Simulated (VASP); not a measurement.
The system is Mo.

```
CELL_PARAMETERS angstrom
-1.58381 1.58381 1.58381
1.58381 -1.58381 1.58381
1.58381 1.58381 -1.58381
ATOMIC_POSITIONS crystal
Mo 0.00000 0.00000 0.00000
```

```yaml
Program: VASP 6.6.1
Task: relaxation of cell and atoms
Functional: PBEsol
Dispersion: rVV10
Potentials_or_basis: VASP PAW PBE potentials, release 64 (Mo_sv)
Cutoff: 600 eV
k_mesh: 9 × 9 × 9
Occupations: methfessel-paxton, width 0.2 eV
Spin: spin-orbit coupling, no magnetisation
```

At the start: pressure -10.2 GPa; volume 15.89 Å³/atom.

**Question.** Where does the relaxation end?

**Answer.** Over 4 steps the energy falls by 19.7 meV/atom and the volume is 15.30 Å³/atom (-3.7 %); space group Im-3m (No. 229, to 0.05 Å).

The path:
| step | energy change (eV) | largest force (eV/Å) | pressure (GPa) | volume (Å³) |
| --- | --- | --- | --- | --- |
| 1 | 0.0000 | 0.0000 | -10.17 | 15.89 |
| 2 | 0.1663 | 0.0000 | 40.84 | 13.68 |
| 3 | -0.0197 | 0.0000 | -0.50 | 15.32 |
| 4 | -0.0197 | 0.0000 | -0.07 | 15.30 |

Final structure:
```
Mo
1.0
    -1.56378    1.56378    1.56378
     1.56378   -1.56378    1.56378
     1.56378    1.56378   -1.56378
Mo
1
Direct
  0.00000 0.00000 0.00000
```

Caveat: the PAW data sets were made with another functional, which shifts forces and pressure a little.
